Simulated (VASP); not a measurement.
The system is Cd.

```xyz
1
Lattice="-1.7843 1.7843 1.7843 1.7843 -1.7843 1.7843 1.7843 1.7843 -1.7843" Properties=species:S:1:pos:R:3 pbc="T T T"
Cd    0.0000    0.0000    0.0000
```

This isn't the form of Cd at room conditions, which is hcp.

```yaml
Program: VASP 6.6.1
Task: relaxation of cell and atoms
Functional: r2SCAN
Potentials_or_basis: VASP PAW PBE potentials, release 64 (Cd)
Cutoff: 600 eV
k_mesh: 10 × 10 × 10
Occupations: fermi-dirac, width 0.05 eV
Spin: no spin polarisation
```

At the start: pressure -1.3 GPa; volume 22.72 Å³/atom.

**Question.** Where does the relaxation end?

**Answer.** Over 3 steps the energy falls by 2.8 meV/atom and the volume is 22.07 Å³/atom (-2.9 %); space group Im-3m (No. 229, to 0.05 Å).

Step by step:
| step | energy change (eV) | largest force (eV/Å) | pressure (GPa) | volume (Å³) |
| --- | --- | --- | --- | --- |
| 1 | 0.0000 | 0.0000 | -1.29 | 22.72 |
| 2 | -0.0028 | 0.0000 | -0.14 | 22.13 |
| 3 | -0.0028 | 0.0000 | 0.00 | 22.07 |

Final structure:
```xyz
1
Lattice="-1.7669 1.7669 1.7669 1.7669 -1.7669 1.7669 1.7669 1.7669 -1.7669" Properties=species:S:1:pos:R:3 pbc="T T T"
Cd    0.0000    0.0000    0.0000
```

Caveat: the PAW data sets were made with another functional, which shifts forces and pressure a little.
